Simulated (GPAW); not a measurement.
# ZnSe (Stilleite) (F-43m) in GPAW: further runs

Aim: see how the results for ZnSe (Stilleite) move with the level of theory and the settings. Levels: RPBE+D3(BJ), RPBE+D4, revPBE+D3(BJ), revPBE+D4. Tasks: relaxation of cell and atoms.

Everything below comes from runs of GPAW 26.7.0. Logs are shortened: lines on timing, memory, paths and dates and some standing lists are left out, and cuts for length are marked. The log counts tension as positive stress, the text compression.

### 1 Starting point

Symmetry: F-43m, No. 216, cubic system. Conventional cell: a = 5.668 Å, b = 5.668 Å, c = 5.668 Å, α = 90.00°, β = 90.00°, γ = 90.00°. Around Se (site symmetry -43m) lie 4 Zn at 2.45 Å. Zn (site symmetry -43m) is surrounded by 4 Se at 2.45 Å.

### 2 Relaxation of cell and atoms, RPBE+D3(BJ)

run.py

```python
from ase.calculators.mixing import SumCalculator
from ase.filters import FrechetCellFilter
from ase.io import read, write
from ase.optimize import BFGS
from dftd3.ase import DFTD3
from gpaw import GPAW, PW

atoms = read('POSCAR')

calc = GPAW(mode=PW(600),
            xc='RPBE',
            kpts={'size': (8, 8, 8), 'gamma': True},
            occupations={'name': 'fermi-dirac', 'width': 0.05},
            nbands=18,
            convergence={'density': 1e-05, 'forces': 0.0001},
            maxiter=150,
            txt='gpaw.txt')
atoms.calc = SumCalculator([calc, DFTD3(method='rpbe', damping='d3bj')])
opt = BFGS(FrechetCellFilter(atoms), trajectory='relax.traj', logfile='-')
done = opt.run(fmax=0.05, steps=100)
calc.write('gs.gpw')
write('result.traj', atoms)
print('Converged:', done)
print('Cell:', atoms.cell.cellpar().round(4))
print('Volume:', round(atoms.get_volume(), 4))
print(atoms.get_scaled_positions().round(5))
```

POSCAR

```
ZnSe
1.0
    0.0000000000      2.8338000000      2.8338000000
    2.8338000000      0.0000000000      2.8338000000
    2.8338000000      2.8338000000      0.0000000000
Se Zn
1 1
Direct
    0.7500000000      0.7500000000      0.7500000000
    0.0000000000      0.0000000000      0.0000000000
```

Potentials or basis: the program's PAW data sets (release 1.2.1) made for this functional, pw.

The run is started by

```
OMP_NUM_THREADS=1 python run.py
```

gpaw.txt:

```text
__  _  _
 | _ |_)|_||  |
 |__||  | ||/\| - 26.7.0

Input parameters:
  mode=PW(ecut=600.0),
  convergence={'density': 1e-05, 'forces': 0.0001},
  kpts=MonkhorstPack(size=(8, 8, 8), gamma=True),
  maxiter=150,
  nbands=18,
  occupations=Occupations(name='fermi-dirac', width=0.05),
  xc=XC(name='RPBE')

Diagonalizing LCAO Hamiltonian
Converting LCAO to pw mode

                    Se

       Zn

Atoms  # Å, Bohr magnetons
|   | symbol |        x |        y |        z |    initial magnetic moments |
|---|--------|----------|----------|----------|-----------------------------|
| 0 |     Se | 4.250700 | 4.250700 | 4.250700 | ( 0.0000,  0.0000,  0.0000) |
| 1 |     Zn | 0.000000 | 0.000000 | 0.000000 | ( 0.0000,  0.0000,  0.0000) |

Unit cell  # Å
| periodic |        x |        y |        z |  lengths |    angles |
|----------|----------|----------|----------|----------|-----------|
|      yes | 0.000000 | 2.833800 | 2.833800 | 4.007598 | 60.000000 |
|      yes | 2.833800 | 0.000000 | 2.833800 | 4.007598 | 60.000000 |
|      yes | 2.833800 | 2.833800 | 0.000000 | 4.007598 | 60.000000 |

Number of symmetries: 24
Symmetry operations  # r_c * U_cc + t_c -> r_c
|    | kind |            matrix            |
|----|------|------------------------------|
|  0 |  E   |  1, 0, 0,  0, 1, 0,  0, 0, 1 |
|  1 |  σ   |  1, 0, 0,  0, 0, 1,  0, 1, 0 |
|  2 |  σ   |  1, 0,-1,  0, 1,-1,  0, 0,-1 |
|  3 |  C3  |  1, 0,-1,  0, 0,-1,  0, 1,-1 |
|  4 |  C3  |  1,-1, 0,  0,-1, 1,  0,-1, 0 |
|  5 |  σ   |  1,-1, 0,  0,-1, 0,  0,-1, 1 |
|  6 |  σ   |  0, 1, 0,  1, 0, 0,  0, 0, 1 |
|  7 |  C3  |  0, 1, 0,  0, 0, 1,  1, 0, 0 |
|  8 |  C2  |  0, 1,-1,  1, 0,-1,  0, 0,-1 |
|  9 |  S4  |  0, 1,-1,  0, 0,-1,  1, 0,-1 |
| 10 |  C3  |  0, 0, 1,  1, 0, 0,  0, 1, 0 |
| 11 |  σ   |  0, 0, 1,  0, 1, 0,  1, 0, 0 |
| 12 |  S4  |  0, 0,-1,  1, 0,-1,  0, 1,-1 |
| 13 |  C3  |  0, 0,-1,  0, 1,-1,  1, 0,-1 |
[... 144 lines left out ...]
SCF iterations
|iter     | |      energy | eigst |  dens |force |
|---------|-|-------------|-------|-------|------|
|iter:   1| |   -5.636617 | -0.19 |       |      |
|iter:   2| |   -5.580035 | -2.23 | -1.23 |      |
|iter:   3| |   -5.402478 | -1.63 | -1.27 |      |
|iter:   4| |   -5.406110 | -2.55 | -1.82 |      |
|iter:   5| |   -5.408220c| -3.47 | -2.27 |      |
|iter:   6| |   -5.408318c| -4.00 | -2.80 |      |
|iter:   7| |   -5.408382c| -4.72 | -3.36 |      |
|iter:   8| |   -5.408387c| -5.65 | -3.93 |      |
|iter:   9| |   -5.408387c| -7.53c| -4.74 |      |
|iter:  10| |   -5.408387c| -7.70c| -5.31c|      |
|iter:  11| |   -5.408387c| -8.79c| -6.03c|-16.22c|

Converged in 11 steps
Energy contributions relative to reference atoms: (reference = -114977.003845)

Energy contributions:
  Kinetic:          13.896892
  Coulomb:         -11.698125
  Zero:             -0.046360
  External:          0.000000
  Xc:               -7.560794
  Entropy:          -0.000000
  Spinorbit:         0.000000
  ----------------------------
  Free energy:      -5.408387
  Extrapolated:     -5.408387
[... 31 lines left out ...]
Stress tensor  # eV/Ang^3
|         x |         y |         z |
|-----------|-----------|-----------|
| -0.028190 |  0.000000 |  0.000000 |
|  0.000000 | -0.028190 |  0.000000 |
|  0.000000 |  0.000000 | -0.028190 |

Forces  # eV/Ang
|       x |        y |        z |
|---------|----------|----------|
| 0.00000 | -0.00000 | -0.00000 |  # Se   0
| 0.00000 |  0.00000 | -0.00000 |  # Zn   1

Interpolating wave functions to new cell

                    Se

       Zn

Atoms  # Å, Bohr magnetons
|   | symbol |        x |        y |         z |    initial magnetic moments |
|---|--------|----------|----------|-----------|-----------------------------|
| 0 |     Se | 4.228040 | 4.228040 |  4.228040 | ( 0.0000,  0.0000,  0.0000) |
| 1 |     Zn | 0.000000 | 0.000000 | -0.000000 | ( 0.0000,  0.0000,  0.0000) |

Unit cell  # Å
| periodic |        x |        y |         z |  lengths |    angles |
|----------|----------|----------|-----------|----------|-----------|
|      yes | 0.000000 | 2.818693 |  2.818693 | 3.986234 | 60.000000 |
|      yes | 2.818693 | 0.000000 |  2.818693 | 3.986234 | 60.000000 |
|      yes | 2.818693 | 2.818693 | -0.000000 | 3.986234 | 60.000000 |

Number of symmetries: 24
Symmetry operations  # r_c * U_cc + t_c -> r_c
|    | kind |            matrix            |
|----|------|------------------------------|
|  0 |  E   |  1, 0, 0,  0, 1, 0,  0, 0, 1 |
|  1 |  σ   |  1, 0, 0,  0, 0, 1,  0, 1, 0 |
|  2 |  σ   |  1, 0,-1,  0, 1,-1,  0, 0,-1 |
|  3 |  C3  |  1, 0,-1,  0, 0,-1,  0, 1,-1 |
|  4 |  C3  |  1,-1, 0,  0,-1, 1,  0,-1, 0 |
|  5 |  σ   |  1,-1, 0,  0,-1, 0,  0,-1, 1 |
|  6 |  σ   |  0, 1, 0,  1, 0, 0,  0, 0, 1 |
|  7 |  C3  |  0, 1, 0,  0, 0, 1,  1, 0, 0 |
|  8 |  C2  |  0, 1,-1,  1, 0,-1,  0, 0,-1 |
|  9 |  S4  |  0, 1,-1,  0, 0,-1,  1, 0,-1 |
| 10 |  C3  |  0, 0, 1,  1, 0, 0,  0, 1, 0 |
| 11 |  σ   |  0, 0, 1,  0, 1, 0,  1, 0, 0 |
| 12 |  S4  |  0, 0,-1,  1, 0,-1,  0, 1,-1 |
| 13 |  C3  |  0, 0,-1,  0, 1,-1,  1, 0,-1 |
[... 202 lines left out ...]
Stress tensor  # eV/Ang^3
|         x |         y |         z |
|-----------|-----------|-----------|
| -0.035468 | -0.000000 |  0.000000 |
| -0.000000 | -0.035468 |  0.000000 |
|  0.000000 |  0.000000 | -0.035468 |

Forces  # eV/Ang
|       x |        y |        z |
|---------|----------|----------|
| 0.00000 |  0.00000 | -0.00000 |  # Se   0
| 0.00000 | -0.00000 | -0.00000 |  # Zn   1

Interpolating wave functions to new cell

                    Se

       Zn

Atoms  # Å, Bohr magnetons
|   | symbol |        x |         y |        z |    initial magnetic moments |
|---|--------|----------|-----------|----------|-----------------------------|
| 0 |     Se | 4.120134 |  4.120134 | 4.120134 | ( 0.0000,  0.0000,  0.0000) |
| 1 |     Zn | 0.000000 | -0.000000 | 0.000000 | ( 0.0000,  0.0000,  0.0000) |

Unit cell  # Å
| periodic |         x |        y |         z |  lengths |    angles |
|----------|-----------|----------|-----------|----------|-----------|
|      yes | -0.000000 | 2.746756 |  2.746756 | 3.884499 | 60.000000 |
|      yes |  2.746756 | 0.000000 |  2.746756 | 3.884499 | 60.000000 |
|      yes |  2.746756 | 2.746756 | -0.000000 | 3.884499 | 60.000000 |

Number of symmetries: 24
Symmetry operations  # r_c * U_cc + t_c -> r_c
|    | kind |            matrix            |
|----|------|------------------------------|
|  0 |  E   |  1, 0, 0,  0, 1, 0,  0, 0, 1 |
|  1 |  σ   |  1, 0, 0,  0, 0, 1,  0, 1, 0 |
|  2 |  σ   |  1, 0,-1,  0, 1,-1,  0, 0,-1 |
|  3 |  C3  |  1, 0,-1,  0, 0,-1,  0, 1,-1 |
|  4 |  C3  |  1,-1, 0,  0,-1, 1,  0,-1, 0 |
|  5 |  σ   |  1,-1, 0,  0,-1, 0,  0,-1, 1 |
|  6 |  σ   |  0, 1, 0,  1, 0, 0,  0, 0, 1 |
|  7 |  C3  |  0, 1, 0,  0, 0, 1,  1, 0, 0 |
|  8 |  C2  |  0, 1,-1,  1, 0,-1,  0, 0,-1 |
|  9 |  S4  |  0, 1,-1,  0, 0,-1,  1, 0,-1 |
| 10 |  C3  |  0, 0, 1,  1, 0, 0,  0, 1, 0 |
| 11 |  σ   |  0, 0, 1,  0, 1, 0,  1, 0, 0 |
| 12 |  S4  |  0, 0,-1,  1, 0,-1,  0, 1,-1 |
| 13 |  C3  |  0, 0,-1,  0, 1,-1,  1, 0,-1 |
[... 204 lines left out ...]
Stress tensor  # eV/Ang^3
|         x |         y |         z |
|-----------|-----------|-----------|
| -0.078200 |  0.000000 |  0.000000 |
|  0.000000 | -0.078200 |  0.000000 |
|  0.000000 |  0.000000 | -0.078200 |

Forces  # eV/Ang
|        x |        y |       z |
|----------|----------|---------|
|  0.00000 |  0.00000 | 0.00000 |  # Se   0
| -0.00000 | -0.00000 | 0.00000 |  # Zn   1

Interpolating wave functions to new cell

                    Se

       Zn

Atoms  # Å, Bohr magnetons
|   | symbol |        x |         y |         z |    initial magnetic moments |
|---|--------|----------|-----------|-----------|-----------------------------|
| 0 |     Se | 4.131357 |  4.131357 |  4.131357 | ( 0.0000,  0.0000,  0.0000) |
| 1 |     Zn | 0.000000 | -0.000000 | -0.000000 | ( 0.0000,  0.0000,  0.0000) |

Unit cell  # Å
| periodic |         x |        y |        z |  lengths |    angles |
|----------|-----------|----------|----------|----------|-----------|
|      yes | -0.000000 | 2.754238 | 2.754238 | 3.895081 | 60.000000 |
|      yes |  2.754238 | 0.000000 | 2.754238 | 3.895081 | 60.000000 |
|      yes |  2.754238 | 2.754238 | 0.000000 | 3.895081 | 60.000000 |

Number of symmetries: 24
Symmetry operations  # r_c * U_cc + t_c -> r_c
|    | kind |            matrix            |
|----|------|------------------------------|
|  0 |  E   |  1, 0, 0,  0, 1, 0,  0, 0, 1 |
|  1 |  σ   |  1, 0, 0,  0, 0, 1,  0, 1, 0 |
|  2 |  σ   |  1, 0,-1,  0, 1,-1,  0, 0,-1 |
|  3 |  C3  |  1, 0,-1,  0, 0,-1,  0, 1,-1 |
|  4 |  C3  |  1,-1, 0,  0,-1, 1,  0,-1, 0 |
|  5 |  σ   |  1,-1, 0,  0,-1, 0,  0,-1, 1 |
|  6 |  σ   |  0, 1, 0,  1, 0, 0,  0, 0, 1 |
|  7 |  C3  |  0, 1, 0,  0, 0, 1,  1, 0, 0 |
|  8 |  C2  |  0, 1,-1,  1, 0,-1,  0, 0,-1 |
|  9 |  S4  |  0, 1,-1,  0, 0,-1,  1, 0,-1 |
| 10 |  C3  |  0, 0, 1,  1, 0, 0,  0, 1, 0 |
| 11 |  σ   |  0, 0, 1,  0, 1, 0,  1, 0, 0 |
| 12 |  S4  |  0, 0,-1,  1, 0,-1,  0, 1,-1 |
| 13 |  C3  |  0, 0,-1,  0, 1,-1,  1, 0,-1 |
[... 144 lines left out ...]
SCF iterations
|iter     | |      energy | eigst |  dens |force |
|---------|-|-------------|-------|-------|------|
|iter:   1| |   -5.227456 | -1.95 |       |      |
|iter:   2| |   -5.227092 | -4.06 | -2.35 |      |
|iter:   3| |   -5.225258c| -4.16 | -2.39 |      |
|iter:   4| |   -5.225191c| -5.10 | -3.10 |      |
|iter:   5| |   -5.225188c| -6.09 | -3.59 |      |
|iter:   6| |   -5.225188c| -7.19 | -4.40 |      |
|iter:   7| |   -5.225188c| -8.03c| -4.94 |      |
|iter:   8| |   -5.225188c| -9.44c| -5.64c|      |
|iter:   9| |   -5.225188c| -8.64c| -5.90c|-16.32c|

Converged in 9 steps
Energy contributions relative to reference atoms: (reference = -114977.003845)

Energy contributions:
  Kinetic:          19.616031
  Coulomb:         -16.171588
  Zero:             -0.055867
  External:          0.000000
  Xc:               -8.613765
  Entropy:          -0.000000
  Spinorbit:         0.000000
  ----------------------------
  Free energy:      -5.225188
  Extrapolated:     -5.225188
[... 31 lines left out ...]
Stress tensor  # eV/Ang^3
|         x |         y |         z |
|-----------|-----------|-----------|
| -0.073060 | -0.000000 | -0.000000 |
| -0.000000 | -0.073060 |  0.000000 |
| -0.000000 |  0.000000 | -0.073060 |

Forces  # eV/Ang
|       x |       y |        z |
|---------|---------|----------|
| 0.00000 | 0.00000 | -0.00000 |  # Se   0
| 0.00000 | 0.00000 |  0.00000 |  # Zn   1

# Writing to gs.gpw (mode='')
```

Run time: 51 s. Hardware: 1 thread of Arm Neoverse V2, shared host; peak memory 0.21 GiB.

Results:

| Property | Result |
| --- | --- |
| Free energy | -7.9505 eV |
| Relaxed volume | 20.89 Å³/atom |
| Relaxed cell | a = 3.895 Å, b = 3.895 Å, c = 3.895 Å, α = 60.00°, β = 60.00°, γ = 60.00° |
| Space group after relaxing (to 0.05 Å) | F-43m (No. 216) |
| Energy gained by relaxing | 33.1 meV/atom |
| Ionic steps | 4 |
| Pressure after relaxing | 0.0 GPa |
| Band gap on the k mesh | 1.81 eV, direct |
| Dispersion energy per atom | -1.363 eV |

Step by step:
```
step  energy change (eV)  largest force (eV/Å)  pressure (GPa)  volume (Å³)
   1              0.0000                0.0000           -5.27        45.51
   2             -0.0219                0.0000           -4.44        44.79
   3             -0.0655                0.0000            0.56        41.45
   4             -0.0661                0.0000           -0.05        41.79
```

Final structure:
```
Se Zn
1.0
     0.00000    2.75424    2.75424
     2.75424    0.00000    2.75424
     2.75424    2.75424    0.00000
Se Zn
1 1
Direct
  0.75000 0.75000 0.75000
  0.00000 0.00000 0.00000
```

Caveat: later steps reuse the first step's grids. RPBE gaps usually lie below the measured ones, often by a third to a half.

### 3 Relaxation of cell and atoms, RPBE+D4, target pressure 2 GPa, at which the enthalpy is minimised

run.py, as its differences from that of step 2:

```diff
@@ -3,7 +3,8 @@
 from ase.io import read, write
-from ase.optimize import BFGS
-from dftd3.ase import DFTD3
+from ase.optimize import FIRE
+from ase.units import GPa
+from dftd4.ase import DFTD4
 from gpaw import GPAW, PW
 
-atoms = read('POSCAR')
+atoms = read('ZnSe.xyz')
 
@@ -17,5 +18,5 @@
             txt='gpaw.txt')
-atoms.calc = SumCalculator([calc, DFTD3(method='rpbe', damping='d3bj')])
-opt = BFGS(FrechetCellFilter(atoms), trajectory='relax.traj', logfile='-')
-done = opt.run(fmax=0.05, steps=100)
+atoms.calc = SumCalculator([calc, DFTD4(method='rpbe')])
+opt = FIRE(FrechetCellFilter(atoms, scalar_pressure=2 * GPa), trajectory='relax.traj', logfile='-')
+done = opt.run(fmax=0.02, steps=40)
 calc.write('gs.gpw')
```

ZnSe.xyz

```xyz
2
Lattice="0.0000000000 2.8338000000 2.8338000000 2.8338000000 0.0000000000 2.8338000000 2.8338000000 2.8338000000 0.0000000000" Properties=species:S:1:pos:R:3 pbc="T T T"
Se     4.2507000000      4.2507000000      4.2507000000
Zn     0.0000000000      0.0000000000      0.0000000000
```

Potentials or basis: the program's PAW data sets (release 1.2.1) made for this functional, pw.

The run is started by

```
OMP_NUM_THREADS=1 python run.py
```

Wall time 3.9 min (1 thread of Arm Neoverse V2, shared host); peak memory 0.38 GiB.

Results (log left out):

| Property | Result |
| --- | --- |
| Free energy | -6.5999 eV |
| Relaxed volume | 21.84 Å³/atom |
| Relaxed cell | a = 3.953 Å, b = 3.953 Å, c = 3.953 Å, α = 60.00°, β = 60.00°, γ = 60.00° |
| Space group after relaxing (to 0.05 Å) | F-43m (No. 216) |
| Energy change on relaxing (the enthalpy is what falls) | +4.2 meV/atom |
| Ionic steps | 11 |
| Pressure after relaxing | 2.1 GPa |
| Band gap on the k mesh | 1.63 eV, direct |
| Dispersion energy per atom | -0.631 eV |

The path:
```csv
step,energy change (eV),largest force (eV/Å),pressure (GPa),volume (Å³)
1,0.0000,0.0000,-0.60,45.51
2,-0.0007,0.0000,-0.26,45.26
3,-0.0004,0.0000,0.38,44.80
4,0.0028,0.0000,1.29,44.19
5,0.0105,0.0000,2.37,43.52
6,0.0104,0.0000,2.35,43.53
7,0.0101,0.0000,2.33,43.54
8,0.0098,0.0000,2.29,43.57
9,0.0094,0.0000,2.24,43.60
10,0.0089,0.0000,2.18,43.63
11,0.0084,0.0000,2.12,43.67
```

Final structure:
```xyz
2
Lattice="0.0000 2.7950 2.7950 2.7950 0.0000 2.7950 2.7950 2.7950 0.0000" Properties=species:S:1:pos:R:3 pbc="T T T"
Se    4.1926    4.1926    4.1926
Zn    0.0000    0.0000    0.0000
```

Levels at points of the mesh, in eV from the valence-band top:
```tsv
k point	band 5	band 6	band 7	band 8	band 9	band 10	band 11	band 12	band 13	band 14
(0.00, 0.00, 0.00)	-6.25	-6.25	0.00	0.00	0.00	1.63	5.85	5.85	5.85	10.36
(0.50, 0.00, 0.00)	-6.23	-6.07	-5.44	-0.92	-0.92	2.74	6.44	6.44	8.88	11.39
(0.50, 0.50, 0.00)	-6.19	-6.05	-4.88	-2.32	-2.32	3.03	3.56	11.21	11.63	11.63
(0.50, 0.50, 0.50)	-6.23	-6.07	-5.44	-0.92	-0.92	2.74	6.44	6.44	8.88	11.39
```

Caveat: later steps reuse the first step's grids. A hybrid or GW would open this gap; RPBE tends to underestimate it.

### 4 Relaxation of cell and atoms, revPBE+D3(BJ)

run.py

```python
from ase.calculators.mixing import SumCalculator
from ase.filters import FrechetCellFilter
from ase.io import read, write
from ase.optimize import BFGS
from dftd3.ase import DFTD3
from gpaw import GPAW, PW

atoms = read('ZnSe.xyz')

calc = GPAW(mode=PW(600),
            xc='revPBE',
            kpts={'size': (8, 8, 8), 'gamma': True},
            occupations={'name': 'fermi-dirac', 'width': 0.05},
            nbands=18,
            convergence={'density': 1e-05, 'forces': 0.0001},
            maxiter=150,
            txt='gpaw.txt')
atoms.calc = SumCalculator([calc, DFTD3(method='revpbe', damping='d3bj')])
opt = BFGS(FrechetCellFilter(atoms), trajectory='relax.traj', logfile='-')
done = opt.run(fmax=0.02, steps=40)
calc.write('gs.gpw')
write('result.traj', atoms)
print('Converged:', done)
print('Cell:', atoms.cell.cellpar().round(4))
print('Volume:', round(atoms.get_volume(), 4))
print(atoms.get_scaled_positions().round(5))
```

ZnSe.xyz is that of step 3.

The run is started by

```
OMP_NUM_THREADS=1 python run.py
```

It took 37 s on 1 thread of Arm Neoverse V2, shared host; peak memory 0.19 GiB.

The run converged. Its results:

```
Free energy                            : -6.7544 eV
Relaxed volume                         : 22.31 Å³/atom
Relaxed cell                           : a = 3.981 Å, b = 3.981 Å, c = 3.981 Å, α = 60.00°, β = 60.00°, γ = 60.00°
Space group after relaxing (to 0.05 Å) : F-43m (No. 216)
Energy gained by relaxing              : 1.6 meV/atom
Ionic steps                            : 3
Pressure after relaxing                : 0.0 GPa
Band gap on the k mesh                 : 1.50 eV, direct
Dispersion energy per atom             : -0.641 eV
```

The path:
| step | energy change (eV) | largest force (eV/Å) | pressure (GPa) | volume (Å³) |
| --- | --- | --- | --- | --- |
| 1 | 0.0000 | 0.0000 | -1.22 | 45.51 |
| 2 | -0.0011 | 0.0000 | -0.99 | 45.35 |
| 3 | -0.0033 | 0.0000 | 0.03 | 44.62 |

Final structure:
```xyz
2
Lattice="0.0000 2.8152 2.8152 2.8152 0.0000 2.8152 2.8152 2.8152 0.0000" Properties=species:S:1:pos:R:3 pbc="T T T"
Se    4.2228    4.2228    4.2228
Zn    0.0000    0.0000    0.0000
```

Levels at points of the mesh, in eV from the valence-band top:
| k point | band 5 | band 6 | band 7 | band 8 | band 9 | band 10 | band 11 | band 12 | band 13 | band 14 |
| --- | --- | --- | --- | --- | --- | --- | --- | --- | --- | --- |
| (0.00, 0.00, 0.00) | -6.19 | -6.19 | 0.00 | 0.00 | 0.00 | 1.50 | 5.85 | 5.85 | 5.85 | 10.22 |
| (0.50, 0.50, 0.00) | -6.14 | -6.00 | -4.80 | -2.24 | -2.24 | 3.04 | 3.54 | 11.00 | 11.46 | 11.46 |
| (0.50, 0.50, 0.50) | -6.17 | -6.02 | -5.31 | -0.89 | -0.89 | 2.68 | 6.43 | 6.43 | 8.77 | 11.23 |

Caveat: later steps reuse the first step's grids. revPBE gaps usually lie below the measured ones, often by a third to a half.

(Part 1 of 2 ends here.)
